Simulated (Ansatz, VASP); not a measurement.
**SiN in VASP and in Ansatz**

```
Si N
1.0
     2.84574    0.00000    0.00000
    -1.42287    2.46448    0.00000
     0.00000    0.00000   32.04359
Si N
2 2
Direct
  0.33333 0.66667 0.22071
  0.66667 0.33333 0.30981
  0.66667 0.33333 0.20137
  0.33333 0.66667 0.32916
```

Change from the starting cell: species swapped into a sheet of the ZnN type.

Alike in both runs: functional PBE; k mesh 18 × 18 × 1; occupations gaussian, width 0.1 eV; no spin polarisation.

Ansatz relaxed the structure, and its values are those at the end. VASP's run is a single point on that final structure, the one shown.

|  | VASP | Ansatz |
| --- | --- | --- |
| version | VASP 6.6.1 | Ansatz 0.2.0 |
| potentials or method | VASP PAW PBE potentials, release 64 (Si, N) | scalar-relativistic, plane waves, PAW |
| plane-wave cutoff (eV) | 520 | 420 |
| valence electrons in the cell | 18 | 18 |

|  | VASP | Ansatz | Ansatz less VASP |
| --- | --- | --- | --- |
| gap on the k mesh at the Fermi level (eV) | none | none | - |
| rms of the force components (eV/Å) | 0.018 | 0.000 | -0.0176 |

A gap of «none» marks a metal or a gap that the smearing closes. The functional is the same, so the differences come from potentials, cutoffs and numerics. Ansatz warned: «slab_cell_height_set».
